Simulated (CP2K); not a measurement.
Runs of CP2K 2026.2 on KTaO3. Symmetry: Pm-3m, No. 221, cubic system. Conventional cell: a = 3.988 Å, b = 3.988 Å, c = 3.988 Å, α = 90.00°, β = 90.00°, γ = 90.00°. Around Ta (site symmetry m-3m) lie 6 O at 1.99 Å. Around K (site symmetry m-3m) lie 12 O at 2.82 Å. O (site symmetry 4/mmm) is surrounded by 2 Ta at 1.99 Å. 

```csv
task,level,potentials or basis,spin,smearing,EPS_DEFAULT,k points reduced by the point group,NGRIDS,points a segment of the path (NPOINTS),bands added on the path,gap on the mesh (eV),pressure (GPa)
band structure,r2SCAN,"POTENTIAL_UZH Ta GTH-SCAN-q13, K GTH-SCAN-q9, O GTH-SCAN-q6; TZVP-MOLOPT-SCAN-GTH basis",off,fermi-dirac 0.1 eV,1.0E-9,yes,4,8,6,(b),-3.5
band structure,TB-mBJ,"POTENTIAL_UZH Ta GTH-PBE-q13, K GTH-PBE-q9, O GTH-PBE-q6; TZVP-MOLOPT-PBE-GTH basis",off,fermi-dirac 0.05 eV,1.0E-9,yes,4,6,6,2.40,-
band structure,PBE,"GTH_SOC_POTENTIALS Ta GTH-PBE-q13, K GTH-PBE-q9, O GTH-PBE-q6; TZVP-MOLOPT-PBE-GTH basis","SOC, no magnetisation",fermi-dirac 0.1 eV,1.0E-9,-,5,10,6,-,1.8
band structure,PBE,"POTENTIAL_UZH Ta GTH-PBE-q13, K GTH-PBE-q9, O GTH-PBE-q6; TZVP-MOLOPT-PBE-GTH basis",off,fermi-dirac 0.1 eV,1.0E-10,yes,4,8,4,2.22,(a)
```

Alike in all rows: cell as given; k mesh 7 × 7 × 7.

Fill in the values left out.

(a) 2.2; (b) 2.57.

Caveats: the basis of atomic orbitals isn't converged, which shifts pressures, moduli and gaps; spin-orbit coupling is left out, which moves the levels of the heavy elements (some runs); this is a model potential without an energy functional, so only levels have meaning (some runs); the potentials were made for another functional, which shifts forces and pressure (some runs).

A k mesh can miss the band edges, and rows without SOC leave out spin-orbit coupling on Ta.
